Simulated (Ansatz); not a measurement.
# Mo: energy and stress against strain

The task, for Mo: see how energy and stress answer to the strain pattern (0, 0, 0, 0, 1, 0).

The COD entry's cell or inner coordinates are ideal or old and differ from later refinements, so a difference from it is no clean test against experiment.

Computed with Ansatz 0.2.0 (DFT PBEsol, scalar-relativistic, plane waves, PAW, unless a step's input says otherwise).

2 further runs of the same task are left out: 2 set aside as unsound or not needed. Runs told in other sessions of the task aren't counted.

## Step 1: The starting structure

The structure is cubic, space group Im-3m (No. 229). Conventional cell: a = 3.129 Å, b = 3.129 Å, c = 3.129 Å, α = 90.00°, β = 90.00°, γ = 90.00°. Mo (site symmetry m-3m) is surrounded by 8 Mo at 2.71 Å.

As a file:

```
CELL_PARAMETERS angstrom
-1.56465 1.56465 1.56465
1.56465 -1.56465 1.56465
1.56465 1.56465 -1.56465
ATOMIC_POSITIONS crystal
Mo 0.00000 0.00000 0.00000
```

This cell was relaxed beforehand with the same method: volume 15.32 Å³/atom, gap on the mesh none (metal).

## Step 2: The reference cell

Reference values: F = -4897.4738 eV; pressure 0.10 GPa; largest force 0.000 eV/Å; gap on the mesh none (metal). It was computed beforehand with the settings of the runs below.

## Step 3: The scan: energy and stress against strain

The cell is strained by ε times the Voigt pattern (0, 0, 0, 0, 1, 0) (xx, yy, zz, yz, xz, xy; engineering shear), with fractional coordinates fixed (clamped ions). The stress on the pattern is the sum of the stress components weighted by it, tension positive.

## Step 4: Point ε = -0.0200

File input.yaml:

```yaml
crystal:
  lattice:
    - [-1.5802999614, 1.5646534271, 1.5802999614]
    - [1.5490068928, -1.5646534271, 1.5490068928]
    - [1.5802999614, 1.5646534271, -1.5802999614]
  atoms:
    - { symbol: Mo, position: [0.0, 0.0, 0.0] }
basis:
  ecutwfc: 420
kpoints:
  mp_grid: { grid: [26, 26, 26] }
hamiltonian:
  xc: pbesol
scf:
  occupations: { method: gaussian, width: 0.15 }
output:
  forces: true
  stress: true
  eigenvalues: true
```

Started as:

```
$ ansatz run input.yaml --threads 1 --pin off --max-ram 2560MiB --backend cpu --events-out ev --progress --plain --runs-dir out
```

## Step 5: Point ε = 0.0150

File input.yaml:

```yaml
crystal:
  lattice:
    - [-1.5529185264, 1.5646534271, 1.5529185264]
    - [1.5763883278, -1.5646534271, 1.5763883278]
    - [1.5529185264, 1.5646534271, -1.5529185264]
  atoms:
    - { symbol: Mo, position: [0.0, 0.0, 0.0] }
basis:
  ecutwfc: 420
kpoints:
  mp_grid: { grid: [26, 26, 26] }
hamiltonian:
  xc: pbesol
scf:
  occupations: { method: gaussian, width: 0.15 }
output:
  forces: true
  stress: true
  eigenvalues: true
  write_density: true
  write_potential: true
  elf: true
  volumetric_format: npy
```

## Step 6: At ε = -0.0100

File input.yaml:

```yaml
crystal:
  lattice:
    - [-1.5724766942, 1.5646534271, 1.5724766942]
    - [1.55683016, -1.5646534271, 1.55683016]
    - [1.5724766942, 1.5646534271, -1.5724766942]
  atoms:
    - { symbol: Mo, position: [0.0, 0.0, 0.0] }
basis:
  ecutwfc: 420
kpoints:
  mp_grid: { grid: [26, 26, 26] }
hamiltonian:
  xc: pbesol
scf:
  occupations: { method: gaussian, width: 0.15 }
output:
  forces: true
  stress: true
  eigenvalues: true
```

## Step 7: Point ε = 0.0050

Edit input.yaml of step 6 so:

```diff
@@ -2,5 +2,5 @@
   lattice:
-    - [-1.5724766942, 1.5646534271, 1.5724766942]
-    - [1.55683016, -1.5646534271, 1.55683016]
-    - [1.5724766942, 1.5646534271, -1.5724766942]
+    - [-1.5607417935, 1.5646534271, 1.5607417935]
+    - [1.5685650607, -1.5646534271, 1.5685650607]
+    - [1.5607417935, 1.5646534271, -1.5607417935]
   atoms:
```

## Step 8: ε = 0.0175

File input.yaml:

```yaml
crystal:
  lattice:
    - [-1.5509627096, 1.5646534271, 1.5509627096]
    - [1.5783441446, -1.5646534271, 1.5783441446]
    - [1.5509627096, 1.5646534271, -1.5509627096]
  atoms:
    - { symbol: Mo, position: [0.0, 0.0, 0.0] }
basis:
  ecutwfc: 420
kpoints:
  mp_grid: { grid: [26, 26, 26] }
hamiltonian:
  xc: pbesol
scf:
  occupations: { method: gaussian, width: 0.15 }
output:
  forces: true
  stress: true
  eigenvalues: true
  write_density: true
  write_potential: true
  elf: true
  volumetric_format: npy
```

## Step 9: At ε = 0.0125

File input.yaml:

```yaml
crystal:
  lattice:
    - [-1.5548743432, 1.5646534271, 1.5548743432]
    - [1.574432511, -1.5646534271, 1.574432511]
    - [1.5548743432, 1.5646534271, -1.5548743432]
  atoms:
    - { symbol: Mo, position: [0.0, 0.0, 0.0] }
basis:
  ecutwfc: 420
kpoints:
  mp_grid: { grid: [26, 26, 26] }
hamiltonian:
  xc: pbesol
scf:
  occupations: { method: gaussian, width: 0.15 }
output:
  forces: true
  stress: true
  eigenvalues: true
```

## Step 10: ε = 0.0075

Edit input.yaml of step 9 so:

```diff
@@ -2,5 +2,5 @@
   lattice:
-    - [-1.5548743432, 1.5646534271, 1.5548743432]
-    - [1.574432511, -1.5646534271, 1.574432511]
-    - [1.5548743432, 1.5646534271, -1.5548743432]
+    - [-1.5587859767, 1.5646534271, 1.5587859767]
+    - [1.5705208775, -1.5646534271, 1.5705208775]
+    - [1.5587859767, 1.5646534271, -1.5587859767]
   atoms:
```

## Step 11: ε = 0.0025

Edit input.yaml of step 10 so:

```diff
@@ -2,5 +2,5 @@
   lattice:
-    - [-1.5587859767, 1.5646534271, 1.5587859767]
-    - [1.5705208775, -1.5646534271, 1.5705208775]
-    - [1.5587859767, 1.5646534271, -1.5587859767]
+    - [-1.5626976103, 1.5646534271, 1.5626976103]
+    - [1.5666092439, -1.5646534271, 1.5666092439]
+    - [1.5626976103, 1.5646534271, -1.5626976103]
   atoms:
```

(Steps that only read results are left out.)

What does the calculation give? Wanted: slope of the stress at ε = 0, from the points at -0.0100, 0 and 0.0025.

As calculated:

| quantity | value |
| --- | --- |
| slope of the stress at ε = 0, from the points at -0.0100, 0 and 0.0025 | 105 GPa |

What this shows: The slope of the stress at zero strain, 105 GPa, estimates C55 with clamped ions in this Cartesian frame. The undisturbed cell stays the lowest of the sampled points.
